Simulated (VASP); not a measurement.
# TaAs in VASP: notebook, part 3 of 3

VASP 6.6.1. Earlier steps stand in the parts before.

### 5 Work function, LDA

File INCAR:

```
PREC     = Accurate       # precision mode
ENCUT    = 520            # plane-wave cutoff, eV
EDIFF    = 1E-6           # SCF threshold, eV
ISMEAR   = -1             # smearing method
SIGMA    = 0.05           # smearing width, eV
LREAL    = False          # projectors in reciprocal space
LASPH    = True           # aspherical terms in the spheres
NELM     = 100            # most SCF steps
ALGO     = Fast           # electronic algorithm
ISIF     = 2              # what is computed and relaxed
LWAVE    = False          # write WAVECAR
LCHARG   = True           # write CHGCAR
LDIPOL   = True         
IDIPOL   = 3            
DIPOL    = 0.5 0.5 0.500
LELF     = True           # ELF
LVHAR    = True         
LVACPOTAV= True
```

File KPOINTS:

```
regular mesh
0
Gamma
  6 6 1
```

File POSCAR:

```
TaAs
1.0
    3.4436267244      0.0000000000      0.0000000000
    0.0000000000      3.4436267244      0.0000000000
    0.0000000000      0.0000000000     24.7720569659
Ta As
4 4
Direct
    0.5000000000      0.5000000000      0.3027604857
    0.0000000000      0.5000000000      0.4211992077
    0.0000000000      0.0000000000      0.5396379297
    0.5000000000      0.0000000000      0.6580766517
    0.0000000000      0.0000000000      0.3419233483
    0.5000000000      0.0000000000      0.4603620703
    0.5000000000      0.5000000000      0.5788007923
    0.0000000000      0.5000000000      0.6972395143
```

Potentials or basis: VASP PAW LDA potentials, release 64 (Ta_pv, As).

Command:

```sh
$ cat potpaw_LDA.64/Ta_pv/POTCAR potpaw_LDA.64/As/POTCAR > POTCAR
$ mpirun -np 1 vasp_std > vasp.out
```

OUTCAR:

```text
PREC = Accurate
   ENCUT = 520
   EDIFF = 1E-6
   ISMEAR = -1
   LREAL = False
   LASPH = True
   NELM = 100
   ISIF = 2

 ion  position               nearest neighbor table
   1  0.500  0.500  0.303-   5 2.62   5 2.62   5 2.62   5 2.62   2 3.40   2 3.40
   2  0.000  0.500  0.421-   5 2.61   5 2.61   6 2.62   6 2.62   6 2.62   6 2.62   3 3.40   1 3.40
                             3 3.40   1 3.40
   3  0.000  0.000  0.540-   6 2.61   6 2.61   7 2.62   7 2.62   7 2.62   7 2.62   4 3.40   4 3.40
                             2 3.40   2 3.40
   4  0.500  0.000  0.658-   7 2.61   7 2.61   8 2.62   8 2.62   8 2.62   8 2.62   3 3.40   3 3.40

   5  0.000  0.000  0.342-   2 2.61   2 2.61   1 2.62   1 2.62   1 2.62   1 2.62
   6  0.500  0.000  0.460-   3 2.61   3 2.61   2 2.62   2 2.62   2 2.62   2 2.62
   7  0.500  0.500  0.579-   4 2.61   4 2.61   3 2.62   3 2.62   3 2.62   3 2.62
   8  0.000  0.500  0.697-   4 2.62   4 2.62   4 2.62   4 2.62

  LATTYP: Found a simple tetragonal cell.
 ALAT       =     3.4436267244
 C/A-ratio  =     7.1935952844

  Lattice vectors:

 A1 = (   3.4436267244,   0.0000000000,   0.0000000000)
 A2 = (   0.0000000000,   3.4436267244,   0.0000000000)
 A3 = (   0.0000000000,   0.0000000000,  24.7720569659)

Analysis of symmetry for initial positions (statically):
=====================================================================
 Subroutine PRICEL returns:
 Original cell was already a primitive cell.

 Routine SETGRP: Setting up the symmetry group for a
 simple tetragonal supercell.

 Subroutine GETGRP returns: Found  4 space group operations
 (whereof  4 operations were pure point group operations)
 out of a pool of 16 trial point group operations.

The static configuration has the point symmetry C_2v.

Analysis of symmetry for dynamics (positions and initial velocities):
=====================================================================
 Subroutine PRICEL returns:
 Original cell was already a primitive cell.

 Routine SETGRP: Setting up the symmetry group for a
 simple tetragonal supercell.

[... 138 lines left out ...]
 non-spin polarized calculation
 RMM-DIIS sequential band-by-band and
  energy-cutoff  :      520.00
  volume of cell :      293.76
 maximum number of plane-waves:      7941
 NGX is ok and might be reduce to    28
   NGX = 13   NGY = 13   NGZ = 93

 dipolmoment           0.000000      0.000000     -0.027526 electrons x Angstroem

 number of electron      64.0000002 magnetization

 dipolmoment           0.000000      0.000000      0.039106 electrons x Angstroem

 Free energy of the ion-electron system (eV)
  ---------------------------------------------------
  ext. energy  EPLUGINS =         0.00000000
  ---------------------------------------------------
  free energy    TOTEN  =       -73.99475821 eV

  energy without entropy =      -73.95517253  energy(sigma->0) =      -73.97496537

 E-fermi :   0.6869     XC(G=0):  -6.5362

 val. band max:        0.6642989562   @ k =   0.0000   0.1667   0.0000
 cond. band min:       0.7446828125   @ k =   0.5000   0.3333   0.0000
 fundamental gap:      0.0803838563
 Fermi energy:         0.6869331148

 k-point     1 :       0.0000    0.0000    0.0000
  band No.  band energies     occupation
      1     -34.1220      2.00000
      2     -34.0550      2.00000
      3     -34.0218      2.00000
      4     -33.9847      2.00000
      5     -33.9528      2.00000
      6     -33.9360      2.00000
[... 645 lines left out ...]
     37       3.5911      0.00000
     38       3.8253      0.00000

------------------------ aborting loop because EDIFF is reached ----------------------------------------

  FORCE on cell =-STRESS in cart. coord.  units (eV):
  Direction    XX          YY          ZZ          XY          YZ          ZX
  --------------------------------------------------------------------------------------
  -------------------------------------------------------------------------------------
  Total       -9.6265494     -8.8149582     -5.1944103      0.0000000      0.0000000      0.0000000
  in kB      -52.5033501    -48.0769192    -28.3303946      0.0000000      0.0000000      0.0000000
  external PRESSURE =     -42.9702213 kB  Pullay stress =       0.0000000 kB

 VOLUME and BASIS-vectors are now :
 -----------------------------------------------------------------------------
  energy-cutoff  :      520.00
  volume of cell :      293.76
      direct lattice vectors                 reciprocal lattice vectors
     3.443626724  0.000000000  0.000000000     0.290391520  0.000000000  0.000000000
     0.000000000  3.443626724  0.000000000     0.000000000  0.290391520  0.000000000
     0.000000000  0.000000000 24.772056966     0.000000000  0.000000000  0.040368065

 POSITION                                       TOTAL-FORCE (eV/Angst)
 -----------------------------------------------------------------------------------
      1.72181      1.72181      7.50000         0.000000      0.000000      1.485580
      0.00000      1.72181     10.43397         0.000000      0.000000     -0.150406
      0.00000      0.00000     13.36794         0.000000      0.000000     -0.298227
      1.72181      0.00000     16.30191         0.000000      0.000000     -0.269332
      0.00000      0.00000      8.47014         0.000000      0.000000     -0.888869
      1.72181      0.00000     11.40412         0.000000      0.000000      0.120347
      1.72181      1.72181     14.33809         0.000000      0.000000      0.075891
      0.00000      1.72181     17.27206         0.000000      0.000000     -0.074983
 -----------------------------------------------------------------------------------
    total drift:                                0.000000     -0.000000     -0.000047

  FREE ENERGIE OF THE ION-ELECTRON SYSTEM (eV)
  ---------------------------------------------------
  free  energy   TOTEN  =       -73.9947582078 eV

  energy  without entropy=      -73.9551725277  energy(sigma->0) =      -73.97496537

 vacuum level on the upper side and lower side of the slab         5.922         5.324
```

Wall time 4.8 min (1 thread of Intel Xeon Platinum 8488C (Sapphire Rapids), shared host); peak memory 0.38 GiB.

What came out:

- Free energy: -73.9948 eV
- Largest force: 1.486 eV/Å
- Band gap on the k mesh: none (metal or under the smearing width)
- Work function of the upper face: 5.24 eV
- Work function of the lower face: 4.64 eV

Forces in eV/Å, atoms in the order of the input:
```
Ta   0.000  0.000  1.486
Ta   0.000  0.000 -0.150
Ta   0.000  0.000 -0.298
Ta   0.000  0.000 -0.269
As   0.000  0.000 -0.889
As   0.000  0.000  0.120
As   0.000  0.000  0.076
As   0.000  0.000 -0.075
```

Levels at points of the mesh, in eV from the Fermi level:
```
           k point  band 27  band 28  band 29  band 30  band 31  band 32  band 33  band 34  band 35  band 36
(0.00, 0.00, 0.00)    -1.78    -1.73    -1.18    -1.17    -0.47    -0.37    -0.20     1.08     1.30     1.51
(0.50, 0.00, 0.00)    -2.09    -1.75    -1.40    -1.08    -0.06     0.20     0.21     0.71     0.87     1.17
(0.00, 0.50, 0.00)    -1.80    -1.64    -0.80    -0.77    -0.15     0.10     0.17     0.25     0.33     1.16
(0.50, 0.50, 0.00)    -2.97    -1.32    -1.18    -0.88    -0.86     0.86     0.87     1.39     2.35     2.89
```

Spin-orbit coupling is left out, which matters for the levels of Ta.

### 6 Work function, PBE

INCAR, as its differences from that of step 5:

```diff
@@ -15,2 +15,3 @@
 DIPOL    = 0.5 0.5 0.500
+GGA      = PE             # functional
 LELF     = True           # ELF
```

KPOINTS is that of step 5.

POSCAR is that of step 5.

Potentials or basis: VASP PAW PBE potentials, release 64 (Ta_pv, As).

Command:

```sh
$ cat potpaw_PBE.64/Ta_pv/POTCAR potpaw_PBE.64/As/POTCAR > POTCAR
$ mpirun -np 1 vasp_std > vasp.out
```

OUTCAR:

```text
PREC = Accurate
   ENCUT = 520
   EDIFF = 1E-6
   ISMEAR = -1
   LREAL = False
   LASPH = True
   NELM = 100
   ISIF = 2
   GGA = PE

 ion  position               nearest neighbor table
   1  0.500  0.500  0.303-   5 2.62   5 2.62   5 2.62   5 2.62   2 3.40   2 3.40
   2  0.000  0.500  0.421-   5 2.61   5 2.61   6 2.62   6 2.62   6 2.62   6 2.62   3 3.40   1 3.40
                             3 3.40   1 3.40
   3  0.000  0.000  0.540-   6 2.61   6 2.61   7 2.62   7 2.62   7 2.62   7 2.62   4 3.40   4 3.40
                             2 3.40   2 3.40
   4  0.500  0.000  0.658-   7 2.61   7 2.61   8 2.62   8 2.62   8 2.62   8 2.62   3 3.40   3 3.40

   5  0.000  0.000  0.342-   2 2.61   2 2.61   1 2.62   1 2.62   1 2.62   1 2.62
   6  0.500  0.000  0.460-   3 2.61   3 2.61   2 2.62   2 2.62   2 2.62   2 2.62
   7  0.500  0.500  0.579-   4 2.61   4 2.61   3 2.62   3 2.62   3 2.62   3 2.62
   8  0.000  0.500  0.697-   4 2.62   4 2.62   4 2.62   4 2.62

  LATTYP: Found a simple tetragonal cell.
 ALAT       =     3.4436267244
 C/A-ratio  =     7.1935952844

  Lattice vectors:

 A1 = (   3.4436267244,   0.0000000000,   0.0000000000)
 A2 = (   0.0000000000,   3.4436267244,   0.0000000000)
 A3 = (   0.0000000000,   0.0000000000,  24.7720569659)

Analysis of symmetry for initial positions (statically):
=====================================================================
 Subroutine PRICEL returns:
 Original cell was already a primitive cell.

 Routine SETGRP: Setting up the symmetry group for a
 simple tetragonal supercell.

 Subroutine GETGRP returns: Found  4 space group operations
 (whereof  4 operations were pure point group operations)
 out of a pool of 16 trial point group operations.

The static configuration has the point symmetry C_2v.

Analysis of symmetry for dynamics (positions and initial velocities):
=====================================================================
 Subroutine PRICEL returns:
 Original cell was already a primitive cell.

 Routine SETGRP: Setting up the symmetry group for a
 simple tetragonal supercell.

 Subroutine GETGRP returns: Found  4 space group operations
 (whereof  4 operations were pure point group operations)
 out of a pool of 16 trial point group operations.

The dynamic configuration has the point symmetry C_2v.

 Subroutine INISYM returns: Found  4 space group operations
 (whereof  4 operations are pure point group operations),
 and found     1 'primitive' translations

----------------------------------------------------------------------------------------

                                     Primitive cell

  volume of cell :     293.7610

  direct lattice vectors                    reciprocal lattice vectors
     3.443626724  0.000000000  0.000000000     0.290391520  0.000000000  0.000000000
     0.000000000  3.443626724  0.000000000     0.000000000  0.290391520  0.000000000
     0.000000000  0.000000000 24.772056966     0.000000000  0.000000000  0.040368065

  length of vectors
     3.443626724  3.443626724 24.772056966     0.290391520  0.290391520  0.040368065

  position of ions in fractional coordinates (direct lattice)
     0.500000000  0.500000000  0.302760486
     0.000000000  0.500000000  0.421199208
     0.000000000  0.000000000  0.539637930
     0.500000000  0.000000000  0.658076652
     0.000000000  0.000000000  0.341923348
     0.500000000  0.000000000  0.460362070
     0.500000000  0.500000000  0.578800792
     0.000000000  0.500000000  0.697239514

  ion indices of the primitive-cell ions
   primitive index   ion index
                 1           1
                 2           2
                 3           3
                 4           4
[... 50 lines left out ...]
   number of dos      NEDOS =    301   number of ions     NIONS =      8
   total plane-waves  NPLWV = 150528
   dimension x,y,z NGX =    28 NGY =   28 NGZ =  192
   dimension x,y,z NGXF=    56 NGYF=   56 NGZF=  384
   ions per type =               4   4
   NGX,Y,Z   is equivalent  to a cutoff of  13.52, 13.52, 12.89 a.u.
   NGXF,Y,Z  is equivalent  to a cutoff of  27.03, 27.03, 25.77 a.u.
 SYSTEM =  unknown system
   PREC   = accura    normal or accurate (medium, high low for compatibility)
   ISTART =      0    job   : 0-new  1-cont  2-samecut
   ICHARG =      2    charge: 1-file 2-atom 10-const
   ISPIN  =      1    spin polarized calculation?
   LNONCOLLINEAR =      F non collinear calculations
   LSORBIT =      F    spin-orbit coupling
   LASPH  =      T    aspherical Exc in radial PAW
   ENCUT  =  520.0 eV  38.22 Ry    6.18 a.u.   6.40  6.40 46.06*2*pi/ulx,y,z
   NELM   =    100;   NELMIN=  2; NELMDL= -5     # of ELM steps
   EDIFF  = 0.1E-05   stopping-criterion for ELM
[... 8 lines left out ...]
   TEBEG  =    0.0;   TEEND  =   0.0 temperature during run
   PSTRESS=    0.0 pullay stress
   NELECT =      64.0000    total number of electrons
   NUPDOWN=      -1.0000    fix difference up-down
   EMIN   =  10.00;   EMAX   =-10.00  energy-range for DOS
   EFERMI =   0.00;   METHOD = LEGACY
   ISMEAR =    -1;   SIGMA  =   0.05  broadening in eV -4-tet -1-fermi 0-gaus
   EFERMI_NEDOS =   21; number of points for ismear=-14 and -15
   IALGO  =     68    algorithm
   IMIX   =      4    mixing-type and parameters
     AMIX     =   0.40;   BMIX     =  1.00
     AMIX_MAG =   1.60;   BMIX_MAG =  1.00
  volume/ion in A,a.u.               =      36.72       247.80
  Fermi-wavevector in a.u.,A,eV,Ry     =   0.985077  1.861525 13.202771  0.970376
  Thomas-Fermi vector in A             =   2.116357
   LORBIT       =      0    0 simple, 1 ext, 2 COOP (PROOUT), +10 PAW based schemes
   GGA     = PE    functional components
   LHFCALC =     F    Hartree Fock is set to
   AEXX    =    0.0000 exact exchange contribution
   IVDW    =     0    specifies the selected vdW correction
   LEPSILON=     F    determine dielectric tensor
   LRPA    =     F    only Hartree local field effects (RPA)
 non-spin polarized calculation
 RMM-DIIS sequential band-by-band and
  energy-cutoff  :      520.00
  volume of cell :      293.76
 maximum number of plane-waves:      7941
 NGX is ok and might be reduce to    28
   NGX = 13   NGY = 13   NGZ = 93

 dipolmoment           0.000000      0.000000     -0.035826 electrons x Angstroem

 number of electron      64.0000003 magnetization

 dipolmoment           0.000000      0.000000      0.037293 electrons x Angstroem

 Free energy of the ion-electron system (eV)
  ---------------------------------------------------
  ext. energy  EPLUGINS =         0.00000000
  ---------------------------------------------------
  free energy    TOTEN  =       -66.98521770 eV

  energy without entropy =      -66.94598577  energy(sigma->0) =      -66.96560174

 E-fermi :   0.8374     XC(G=0):  -6.4371

 val. band max:        0.8094788292   @ k =   0.0000   0.1667   0.0000
 cond. band min:       0.8898757018   @ k =   0.5000   0.3333   0.0000
 fundamental gap:      0.0803968726
 Fermi energy:         0.8373930037

 k-point     1 :       0.0000    0.0000    0.0000
  band No.  band energies     occupation
      1     -34.1786      2.00000
      2     -34.1144      2.00000
      3     -34.0693      2.00000
      4     -34.0284      2.00000
      5     -33.9996      2.00000
      6     -33.9816      2.00000
[... 645 lines left out ...]
     37       3.7853      0.00000
     38       4.0305      0.00000

------------------------ aborting loop because EDIFF is reached ----------------------------------------

  FORCE on cell =-STRESS in cart. coord.  units (eV):
  Direction    XX          YY          ZZ          XY          YZ          ZX
  --------------------------------------------------------------------------------------
  -------------------------------------------------------------------------------------
  Total       -1.7415756     -0.4925139      0.8585503      0.0000000      0.0000000      0.0000000
  in kB       -9.4985803     -2.6861783      4.6825464      0.0000000      0.0000000      0.0000000
  external PRESSURE =      -2.5007374 kB  Pullay stress =       0.0000000 kB

 VOLUME and BASIS-vectors are now :
 -----------------------------------------------------------------------------
  energy-cutoff  :      520.00
  volume of cell :      293.76
      direct lattice vectors                 reciprocal lattice vectors
     3.443626724  0.000000000  0.000000000     0.290391520  0.000000000  0.000000000
     0.000000000  3.443626724  0.000000000     0.000000000  0.290391520  0.000000000
     0.000000000  0.000000000 24.772056966     0.000000000  0.000000000  0.040368065

 POSITION                                       TOTAL-FORCE (eV/Angst)
 -----------------------------------------------------------------------------------
      1.72181      1.72181      7.50000         0.000000      0.000000      0.913494
      0.00000      1.72181     10.43397         0.000000      0.000000     -0.153340
      0.00000      0.00000     13.36794         0.000000      0.000000     -0.294373
      1.72181      0.00000     16.30191         0.000000      0.000000     -0.209416
      0.00000      0.00000      8.47014         0.000000      0.000000     -0.943131
      1.72181      0.00000     11.40412         0.000000      0.000000      0.113106
      1.72181      1.72181     14.33809         0.000000      0.000000      0.076157
      0.00000      1.72181     17.27206         0.000000      0.000000      0.497501
 -----------------------------------------------------------------------------------
    total drift:                               -0.000000     -0.000000     -0.000038

  FREE ENERGIE OF THE ION-ELECTRON SYSTEM (eV)
  ---------------------------------------------------
  free  energy   TOTEN  =       -66.9852177036 eV

  energy  without entropy=      -66.9459857721  energy(sigma->0) =      -66.96560174

 vacuum level on the upper side and lower side of the slab         5.813         5.243
```

Wall time 5.1 min (1 thread of Intel Xeon Platinum 8488C (Sapphire Rapids), shared host); peak memory 0.46 GiB.

Results:

* Free energy: -66.9852 eV
* Largest force: 0.943 eV/Å
* Band gap on the k mesh: none (metal or under the smearing width)
* Work function of the upper face: 4.98 eV
* Work function of the lower face: 4.41 eV

Forces on the atoms (eV/Å):
```
Ta   0.000  0.000  0.913
Ta   0.000  0.000 -0.153
Ta   0.000  0.000 -0.294
Ta   0.000  0.000 -0.209
As   0.000  0.000 -0.943
As   0.000  0.000  0.113
As   0.000  0.000  0.076
As   0.000  0.000  0.498
```

Levels at points of the mesh, in eV from the Fermi level:
| k point | band 27 | band 28 | band 29 | band 30 | band 31 | band 32 | band 33 | band 34 | band 35 | band 36 |
| --- | --- | --- | --- | --- | --- | --- | --- | --- | --- | --- |
| (0.00, 0.00, 0.00) | -1.79 | -1.75 | -1.20 | -1.20 | -0.48 | -0.39 | -0.23 | 1.11 | 1.33 | 1.54 |
| (0.50, 0.00, 0.00) | -2.09 | -1.78 | -1.41 | -1.08 | -0.04 | 0.20 | 0.22 | 0.73 | 0.89 | 1.18 |
| (0.00, 0.50, 0.00) | -1.80 | -1.66 | -0.81 | -0.80 | -0.14 | 0.09 | 0.19 | 0.28 | 0.35 | 1.17 |
| (0.50, 0.50, 0.00) | -3.02 | -1.38 | -1.20 | -0.95 | -0.93 | 0.84 | 0.85 | 1.43 | 2.36 | 2.93 |

Spin-orbit coupling is left out, which matters for the levels of Ta.

### 7 The runs side by side

```csv
level,potentials or basis,k mesh,gap on the mesh (eV),largest force (eV/Å),work function (eV)
PBE,"VASP PAW PBE potentials, release 64 (Ta_pv, As)",8 × 8 × 1,none,0.83,5.02
LDA,"VASP PAW LDA potentials, release 64 (Ta_pv, As)",6 × 6 × 1,none,1.49,5.24
PBE,"VASP PAW PBE potentials, release 64 (Ta_pv, As)",6 × 6 × 1,none,0.94,4.98
```

Alike in all rows: task work function; no spin polarisation; cell as given; cutoff (eV) 520; smearing fermi-dirac 0.05 eV.

Total energies depend on the potentials used, so only differences within one code and one set of settings carry meaning.
